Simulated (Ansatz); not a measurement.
A run of Ansatz 0.2.0 is set up as follows.

File input.yaml:

```yaml
crystal:
  lattice:
    - [0.0, 2.82685, 2.82685]
    - [2.82685, 0.0, 2.82685]
    - [2.82685, 2.82685, 0.0]
  atoms:
    - { symbol: As, position: [0.75, 0.75, 0.75] }
    - { symbol: Ga, position: [0.0, 0.0, 0.0] }
hamiltonian:
  xc: pbe
  pseudopotentials: { kind: paw }
  dispersion: d3bj
kpoints:
  mp_grid: { grid: [8, 8, 8] }
scf:
  occupations: { method: fermi_dirac, width: 0.05 }
output:
  forces: true
  stress: true
relax:
  f_tol: 0.01
  max_steps: 40
  cell: { stress_tol: 0.05 }
```

Potentials or basis: Ansatz PAW.

The run is started by

```sh
$ ansatz run input.yaml --threads 2 --pin off --max-ram 5632MiB --backend cpu --events-out ev --progress --plain --runs-dir out
```

Problem. Estimate the relaxed volume.

Solution. 22.85 Å³/atom.

Problem. Predict the band gap on the k mesh.

Solution. 0.43 eV.

Problem. What does it give for the relaxed cell?

Solution. a = 4.013 Å, b = 4.013 Å, c = 4.013 Å, α = 60.00°, β = 60.00°, γ = 60.00°.

Problem. Estimate the space group after relaxing (to 0.05 Å).

Solution. F-43m (No. 216).

Final structure:
```
CELL_PARAMETERS angstrom
0.00000 2.83755 2.83755
2.83755 0.00000 2.83755
2.83755 2.83755 0.00000
ATOMIC_POSITIONS crystal
As 0.75000 0.75000 0.75000
Ga 0.00000 0.00000 0.00000
```

Caveat: the plane-wave basis is chosen anew once the cell has moved, so the energies of steps on either side of that aren't comparable. Zero-point motion and thermal expansion aren't in these numbers.
